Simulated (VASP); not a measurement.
Crystal: InAs.

```
In As
1.0
     0.00000    3.01800    3.01800
     3.01800    0.00000    3.01800
     3.01800    3.01800    0.00000
In As
1 1
Direct
  0.00000 0.00000 0.00000
  0.25000 0.25000 0.25000
```

| Property | Result |
| --- | --- |
| Program | VASP 6.6.1 |
| Task | relaxation of cell and atoms |
| Functional | PBE |
| Potentials or basis | VASP PAW PBE potentials, release 64 (In_d, As) |
| Cutoff | 600 eV |
| k mesh | 12 × 12 × 12 |
| Occupations | gaussian, width 0.1 eV |
| Spin | no spin polarisation |

At the start: pressure 4.4 GPa; volume 27.49 Å³/atom.

Problem. Where does the relaxation end?

Solution. Over 5 steps the energy falls by 27.1 meV/atom and the volume is 29.62 Å³/atom (+7.8 %); space group F-43m (No. 216, to 0.05 Å).

The path:
```tsv
step	energy change (eV)	largest force (eV/Å)	pressure (GPa)	volume (Å³)
1	0.0000	0.0000	4.37	54.98
2	-0.0454	0.0000	-1.45	61.16
3	-0.0542	0.0000	0.03	59.24
4	-0.0541	0.0000	-0.06	59.33
5	-0.0542	0.0000	0.02	59.24
```

Final structure:
```
In As
1.0
     0.00000    3.09414    3.09414
     3.09414    0.00000    3.09414
     3.09414    3.09414    0.00000
In As
1 1
Direct
  0.00000 0.00000 0.00000
  0.25000 0.25000 0.25000
```
